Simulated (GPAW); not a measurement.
# MnS (F-43m) in GPAW: single point with PBEsol

Aim: the single point of MnS with PBEsol.

Everything below comes from runs of GPAW 26.7.0. Logs are shortened: lines on timing, memory, paths and dates and some standing lists are left out, and cuts for length are marked. The log counts tension as positive stress, the text compression.

## (1) The crystal as given

Symmetry: F-43m, No. 216, cubic system. Conventional cell: a = 4.947 Å, b = 4.947 Å, c = 4.947 Å, α = 90.00°, β = 90.00°, γ = 90.00°. Around Mn (site symmetry -43m) lie 4 S at 2.14 Å. S (site symmetry -43m) is surrounded by 4 Mn at 2.14 Å.

The cell is a database's computed one.

## (2) Single point, PBEsol, collinear spin, ferromagnetic start

File run.py:

```python
from ase import Atoms
from ase.dft.bandgap import bandgap
from ase.io import write
from ase.units import GPa
from gpaw import GPAW, PW, setup_paths

setup_paths.insert(0, '.')

atoms = Atoms(['Mn', 'S'],
              cell=[[0.0, 2.4734634191, 2.4734634191],
                    [2.4734634191, 0.0, 2.4734634191],
                    [2.4734634191, 2.4734634191, 0.0]],
              scaled_positions=[[0.0, 0.0, 0.0],
                                [0.75, 0.75, 0.75]],
              pbc=True)
atoms.set_initial_magnetic_moments([5.0, 0.0])

calc = GPAW(mode=PW(450),
            xc='PBEsol',
            kpts={'size': (8, 8, 8), 'gamma': True},
            occupations={'name': 'fermi-dirac', 'width': 0.05},
            nbands=21,
            maxiter=120,
            txt='gpaw.txt')
atoms.calc = calc
energy = atoms.get_potential_energy()
forces = atoms.get_forces()
stress = atoms.get_stress()
calc.write('gs.gpw')
write('result.traj', atoms)
print(f'Energy: {energy:.6f} eV')
print('Forces (eV/A):')
print(forces.round(4))
print('Stress (GPa):', (stress / GPa).round(3))
print('Moments:', calc.get_magnetic_moments().round(3))
print('Fermi level:', round(calc.get_fermi_level(), 4), 'eV')
print(f'Gap: {bandgap(calc)[0]:.4f} eV, direct: {bandgap(calc, direct=True)[0]:.4f} eV')
```

Potentials or basis: PAW data sets generated in the run's folder for this functional, pw.

Run with:

```bash
$ gpaw-setup -f PBEsol Mn S
$ OMP_NUM_THREADS=1 python run.py
```

gpaw.txt:

```text
__  _  _
 | _ |_)|_||  |
 |__||  | ||/\| - 26.7.0

Input parameters:
  mode=PW(ecut=450.00000000000006),
  kpts=MonkhorstPack(size=(8, 8, 8), gamma=True),
  maxiter=120,
  nbands=21,
  occupations=Occupations(name='fermi-dirac', width=0.05),
  xc=XC(name='PBEsol')

Diagonalizing LCAO Hamiltonian
Converting LCAO to pw mode

                   S

       Mn

Atoms  # Å, Bohr magnetons
|   | symbol |        x |        y |        z |    initial magnetic moments |
|---|--------|----------|----------|----------|-----------------------------|
| 0 |     Mn | 0.000000 | 0.000000 | 0.000000 | ( 0.0000,  0.0000,  5.0000) |
| 1 |      S | 3.710195 | 3.710195 | 3.710195 | ( 0.0000,  0.0000,  0.0000) |

Unit cell  # Å
| periodic |        x |        y |        z |  lengths |    angles |
|----------|----------|----------|----------|----------|-----------|
|      yes | 0.000000 | 2.473463 | 2.473463 | 3.498006 | 60.000000 |
|      yes | 2.473463 | 0.000000 | 2.473463 | 3.498006 | 60.000000 |
|      yes | 2.473463 | 2.473463 | 0.000000 | 3.498006 | 60.000000 |

Number of symmetries: 24
Symmetry operations  # r_c * U_cc + t_c -> r_c
|    | kind |            matrix            |
|----|------|------------------------------|
|  0 |  E   |  1, 0, 0,  0, 1, 0,  0, 0, 1 |
|  1 |  σ   |  1, 0, 0,  0, 0, 1,  0, 1, 0 |
|  2 |  σ   |  1, 0,-1,  0, 1,-1,  0, 0,-1 |
|  3 |  C3  |  1, 0,-1,  0, 0,-1,  0, 1,-1 |
|  4 |  C3  |  1,-1, 0,  0,-1, 1,  0,-1, 0 |
|  5 |  σ   |  1,-1, 0,  0,-1, 0,  0,-1, 1 |
|  6 |  σ   |  0, 1, 0,  1, 0, 0,  0, 0, 1 |
|  7 |  C3  |  0, 1, 0,  0, 0, 1,  1, 0, 0 |
|  8 |  C2  |  0, 1,-1,  1, 0,-1,  0, 0,-1 |
|  9 |  S4  |  0, 1,-1,  0, 0,-1,  1, 0,-1 |
| 10 |  C3  |  0, 0, 1,  1, 0, 0,  0, 1, 0 |
| 11 |  σ   |  0, 0, 1,  0, 1, 0,  1, 0, 0 |
| 12 |  S4  |  0, 0,-1,  1, 0,-1,  0, 1,-1 |
| 13 |  C3  |  0, 0,-1,  0, 1,-1,  1, 0,-1 |
| 14 |  S4  |  0,-1, 1,  1,-1, 0,  0,-1, 0 |
| 15 |  C2  |  0,-1, 1,  0,-1, 0,  1,-1, 0 |
| 16 |  C3  |  0,-1, 0,  1,-1, 0,  0,-1, 1 |
| 17 |  S4  |  0,-1, 0,  0,-1, 1,  1,-1, 0 |
| 18 |  S4  | -1, 1, 0, -1, 0, 1, -1, 0, 0 |
| 19 |  C3  | -1, 1, 0, -1, 0, 0, -1, 0, 1 |
| 20 |  C3  | -1, 0, 1, -1, 1, 0, -1, 0, 0 |
| 21 |  S4  | -1, 0, 1, -1, 0, 0, -1, 1, 0 |
| 22 |  σ   | -1, 0, 0, -1, 1, 0, -1, 0, 1 |
| 23 |  C2  | -1, 0, 0, -1, 0, 1, -1, 1, 0 |

BZ-sampling:
  Number of BZ points: 512
  Number of IBZ points: 29

  Monkhorst-Pack size: [8, 8, 8]
  Monkhorst-Pack shift: [0.0625, 0.0625, 0.0625]

K-points  # in reciprocal-cell coordinates
|     |                                coordinates |     weight |
|-----|--------------------------------------------|------------|
|   0 | (  0.00000000,   0.00000000,   0.00000000) | 0.00195312 |
|   1 | (  0.12500000,   0.12500000,   0.00000000) | 0.01171875 |
|   2 | (  0.12500000,   0.12500000,   0.12500000) | 0.01562500 |
|   3 | (  0.25000000,   0.12500000,   0.12500000) | 0.02343750 |
|   4 | (  0.25000000,   0.25000000,   0.00000000) | 0.01171875 |
|   5 | (  0.25000000,   0.25000000,   0.12500000) | 0.04687500 |
|   6 | (  0.25000000,   0.25000000,   0.25000000) | 0.01562500 |
|   7 | (  0.37500000,   0.25000000,  -0.37500000) | 0.04687500 |
|   8 | (  0.37500000,   0.25000000,   0.12500000) | 0.04687500 |
|   9 | (  0.37500000,   0.25000000,   0.25000000) | 0.04687500 |
| ... |                                            |            |
|  28 | (  0.50000000,   0.50000000,   0.50000000) | 0.00781250 |

Plane wave coefficients: 670
Cutoff: 450.00000000000006 eV

Spin-components: 2 (collinear spins)
Bands:           21
Projectors:      11
Spin-degeneracy: 1
Datatype:        complex128

Parallelization:
  kpt:    1
  domain: 1
  band:   1

Density:
  Valence electrons: 21.0
  Components: 2
  Grid points: [18 18 18]
  Charge: 0.0  # |e|

Potential:
  Grid points: [18 18 18]

species:
  Mn:
    name:    Manganese
    Z:       25.0
    valence: 15
    core:    10
    charge:  0.0  # [|e|]
    compensation charges:
      type: gauss
      rc: 0.38  # [Å]
      lmax: 2
    cutoffs:
      filter: 2.14  # [Å]
      core: 0.86  # [Å]
    projectors
    | kind |    occ | energy [eV] | rcut [Å] |
    |------|--------|-------------|----------|
    |   3s |  2.000 |     -85.624 |    1.275 |
    |   4s |  2.000 |      -5.124 |    1.275 |
    |   3p |  6.000 |     -54.486 |    1.281 |
    |   4p |  0.000 |      -1.348 |    1.281 |
    |   3d |  5.000 |      -6.794 |    1.138 |
    |    d |        |      20.417 |    1.138 |

    Using partial waves for Mn as LCAO basis

  S:
    name:    Sulfur
    Z:       16.0
    valence: 6
    core:    10
    charge:  0.0  # [|e|]
    compensation charges:
      type: gauss
      rc: 0.24  # [Å]
      lmax: 2
    cutoffs:
      filter: 1.77  # [Å]
      core: 1.66  # [Å]
    projectors
    | kind |    occ | energy [eV] | rcut [Å] |
    |------|--------|-------------|----------|
    |   3s |  2.000 |     -17.192 |    0.974 |
    |   3p |  4.000 |      -6.978 |    0.979 |
    |    s |        |      10.020 |    0.974 |
    |    p |        |      20.234 |    0.979 |
    |    d |        |       0.000 |    0.900 |

    Using partial waves for S as LCAO basis

Reference energy: -42323.512009  # eV

eigensolver:
  PPCG
  Converge bands: occupied
  niter=2

density mixing:
  MSR1-Mixer
  Pratt-step length: 0.05
  Maximum mixing coefficient: 0.75
  Old densities: 10
  SVD Regularization: 0.005
  Good broyden scale: 1.0
  Trust region scale: 1.0
  Backstep threshold: 4.0
  History deletion threshold: 6.0
  Fourier metric: weight=20.0, sigma=0.015

occupation numbers:
  Fermi-Dirac:
    width: 0.0500  # eV

poisson solver:
  ecut: 3600.0000000000005  # eV

xc functional:
  name: PBEsol with 2 nearest neighbor stencil

convergence criteria:
- Maximum [total energy] change in last 3 cyles: 0.0005 eV / valence electron
- Maximum integral of absolute [dens]ity change: 0.0001 electrons / valence electron
- Maximum integral of absolute [eigenst]ate change: 4e-08 eV^2 / valence electron
maximum number of iterations: 120

SCF iterations
|iter     | |      energy | eigst |  dens |  magmom |
|---------|-|-------------|-------|-------|---------|
|iter:   1| |  -14.519933 | +0.21 |       |  +5.0046|
|iter:   2| |  -14.526978 | -1.93 | -0.97 |  +4.9440|
|iter:   3| |  -15.160817 | -2.00 | -0.99 |  +3.6195|
|iter:   4| |  -15.713422 | -1.49 | -1.11 |  +3.1725|
|iter:   5| |  -15.141559 | -1.87 | -1.07 |  +2.3695|
|iter:   6| |  -15.246498 | -3.00 | -1.63 |  +1.5638|
|iter:   7| |  -15.394414 | -2.72 | -1.70 |  +0.3604|
|iter:   8| |  -15.368944 | -2.63 | -1.77 |  -0.7443|
|iter:   9| |  -15.397695 | -3.28 | -1.66 |  -0.0964|
|iter:  10| |  -15.404846 | -3.75 | -2.27 |  +0.2615|
|iter:  11| |  -15.404485c| -4.75 | -2.51 |  +0.3709|
|iter:  12| |  -15.402933c| -4.10 | -2.36 |  +0.1597|
|iter:  13| |  -15.404984c| -4.73 | -2.64 |  +0.2795|
|iter:  14| |  -15.405182c| -5.68 | -3.08 |  +0.2842|
|iter:  15| |  -15.405189c| -6.28 | -3.45 |  +0.2762|
|iter:  16| |  -15.405291c| -6.66 | -3.81 |  +0.2844|
|iter:  17| |  -15.405283c| -7.64c| -4.21c|  +0.2822|

Converged in 17 steps
Energy contributions relative to reference atoms: (reference = -42323.512009)

Energy contributions:
  Kinetic:           4.902170
  Coulomb:          -3.878244
  Zero:              0.206338
  External:          0.000000
  Xc:              -16.627053
  Entropy:          -0.016988
  Spinorbit:         0.000000
  ----------------------------
  Free energy:     -15.413777
  Extrapolated:    -15.405283

dipole moment: (-7.728987, -7.728987, -7.728987)  # |e|*Ang

Total magnetic moment: (0.000000, 0.000000, 0.282153)

Local magnetic moments
|        x |        y |         z |
|----------|----------|-----------|
| 0.000000 | 0.000000 |  0.267107 |  # Mn   0
| 0.000000 | 0.000000 | -0.005192 |  # S    1

Fermi level: 7.756
Eigenvalues  # (at kpt = [0.000, 0.000, 0.000])
| band index |      eig [eV] | occ [0-1] |      eig [eV] | occ [0-1] |
|------------|---------------|-----------|---------------|-----------|
|          0 |       -70.962 |     1.000 |       -70.686 |     1.000 |
|        ... |               |           |               |           |
|          2 |       -39.931 |     1.000 |       -39.661 |     1.000 |
|          3 |       -39.931 |     1.000 |       -39.661 |     1.000 |
|          4 |        -7.527 |     1.000 |        -7.515 |     1.000 |
|          5 |         3.016 |     1.000 |         3.084 |     1.000 |
|          6 |         3.016 |     1.000 |         3.084 |     1.000 |
|          7 |         3.016 |     1.000 |         3.084 |     1.000 |
[... 8 lines left out ...]
|         16 |        15.487 |     0.000 |        15.551 |     0.000 |
|         17 |        20.986 |     0.000 |        21.070 |     0.000 |
|        ... |               |           |               |           |
|         20 |        23.874 |     0.000 |        23.919 |     0.000 |

No gap
No difference between direct/indirect transitions

Forces  # eV/Ang
|        x |        y |        z |
|----------|----------|----------|
|  0.00000 | -0.00000 | -0.00000 |  # Mn   0
| -0.00000 | -0.00000 | -0.00000 |  # S    1

Stress tensor  # eV/Ang^3
|         x |         y |        z |
|-----------|-----------|----------|
|  0.015682 | -0.000000 | 0.000000 |
| -0.000000 |  0.015682 | 0.000000 |
|  0.000000 |  0.000000 | 0.015682 |

# Writing to gs.gpw (mode='')
```

It took 49 s on 1 thread of Intel Xeon Platinum 8259CL at 2.50GHz (Skylake/Cascade Lake), shared host; peak memory 0.15 GiB.

What came out:

| Quantity | Value |
| --- | --- |
| Free energy | -15.4138 eV |
| Pressure | -2.5 GPa |
| Band gap on the k mesh | none (metal or under the smearing width) |
| Net moment | 0.28 μB per cell |
| Site moments | Mn +0.27; S -0.01 μB |

Levels at points of the mesh, in eV from the Fermi level:
Spin up:
```
           k point  band 7  band 8  band 9  band 10  band 11  band 12  band 13  band 14  band 15  band 16
(0.00, 0.00, 0.00)   -4.74   -4.74   -0.93    -0.93     3.63     3.72     3.72     3.72     7.73     7.73
(0.50, 0.50, 0.00)   -4.08   -4.08   -1.84    -0.32    -0.26     0.17     0.17     5.51     6.71    12.89
(0.50, 0.50, 0.50)   -4.46   -4.46   -0.66    -0.66    -0.42     1.89     1.89     5.35     8.51     8.51
```
Spin down:
```
           k point  band 8  band 9  band 10  band 11  band 12  band 13
(0.00, 0.00, 0.00)   -4.67   -0.62    -0.62     3.67     3.83     3.83
(0.50, 0.50, 0.00)   -4.05   -1.73    -0.07     0.08     0.32     0.32
(0.50, 0.50, 0.50)   -4.39   -0.37    -0.37    -0.26     2.01     2.01
```

Caveat: the cutoff is short for stress and forces, so pressures can be off by a GPa or more; the moment fell far below its start of 5 μB, so a state of higher moment may lie lower in energy; semilocal functionals often make such compounds metallic where correlation or magnetic order opens a gap, which also shifts bond lengths. With open d or f shells a metallic result of PBEsol can be an artefact of self-interaction; +U or a hybrid may open a gap.
